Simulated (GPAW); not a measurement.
Runs of GPAW 26.7.0 on PtS2. The structure is trigonal, space group P-3m1 (No. 164). Conventional cell: a = 3.543 Å, b = 3.543 Å, c = 5.039 Å, α = 90.00°, β = 90.00°, γ = 120.00°. Around Pt (site symmetry -3m) lie 6 S at 2.34 Å. S (site symmetry 3m) has 3 Pt at 2.34 Å as nearest neighbours. 

| task | level | potentials or basis | spin | U | cell | k mesh | cutoff (eV) | smearing | ranks | maxiter | response ecut | frequency | extrapolate | mesh quality | gap on the mesh (eV) | pressure (GPa) | largest force (eV/Å) |
| --- | --- | --- | --- | --- | --- | --- | --- | --- | --- | --- | --- | --- | --- | --- | --- | --- | --- |
| single point | PBEsol | PAW data sets generated in the run's folder for this functional, pw | off | - | atoms moved at random, drawn with an rms of 0.05 Å | 9 × 9 × 5 | 600 | fermi-dirac 0.05 eV | - | 150 | - | - | - | not flagged | 0.80 | 4.6 | 1.12 |
| band structure | PBEsol | PAW data sets generated in the run's folder for this functional, pw | off | - | as given | 7 × 7 × 4 | 600 | fermi-dirac 0.05 eV | - | 150 | - | - | - | not flagged | 0.74 | 6.4 | 0.97 |
| single point | PBE | GPAW PAW data sets (gpaw-data 1.2.1), pw | off | - | as given | 7 × 7 × 4 | 450 | fermi-dirac 0.05 eV | - | 120 | - | - | - | not flagged | 0.81 | 11.5 | (a) |
| band structure | PBEsol | PAW data sets generated in the run's folder for this functional, pw | SOC, no magnetisation | - | as given | 9 × 9 × 5 | 600 | fermi-dirac 0.05 eV | - | 150 | - | - | - | not flagged | 0.88 | 6.4 | 0.97 |
| optical spectrum | PBE+U | GPAW PAW data sets (gpaw-data 1.2.1), pw | off | Pt d U = 6.0 eV | as given | 7 × 7 × 4 | 400 | fermi-dirac 0.001 eV | - | 150 | 50 eV | - | - | not flagged | (b) | - | - |
| band structure | PBEsol | PAW data sets generated in the run's folder for this functional, pw | off | - | as given | 9 × 9 × 5 | 600 | fermi-dirac 0.05 eV | - | 150 | - | - | - | not flagged | 0.93 | 6.4 | 0.97 |
| single point | PBEsol | PAW data sets generated in the run's folder for this functional, pw | off | - | as given | 9 × 9 × 5 | 600 | fermi-dirac 0.05 eV | - | 150 | - | - | - | not flagged | 0.93 | 6.4 | 0.97 |
| optical spectrum | PBE+U | GPAW PAW data sets (gpaw-data 1.2.1), pw | off | Pt d U = 4.0 eV | as given | 7 × 7 × 4 | 400 | fermi-dirac 0.001 eV | - | 150 | 50 eV | - | - | not flagged | 0.73 | - | - |

Q: Fill in the values left out.

A: (a) 1.29; (b) 0.68.

Caveats: spin-orbit coupling is left out, which moves the levels of the heavy elements (some runs); an odd mesh through Γ misses points on the zone boundary, where band edges often lie (some runs); with so narrow a direct gap the onset needs a denser k mesh (some runs); the long-wavelength limit can be off by several per cent where d states take part (some runs); response on these states lacks terms of the Hamiltonian (some runs); independent-particle spectra lack excitons (some runs); the cutoff is short for stress and forces, so pressures can be off by a GPa or more (some runs).

A k mesh can miss the band edges, and rows without SOC leave out spin-orbit coupling on Pt.
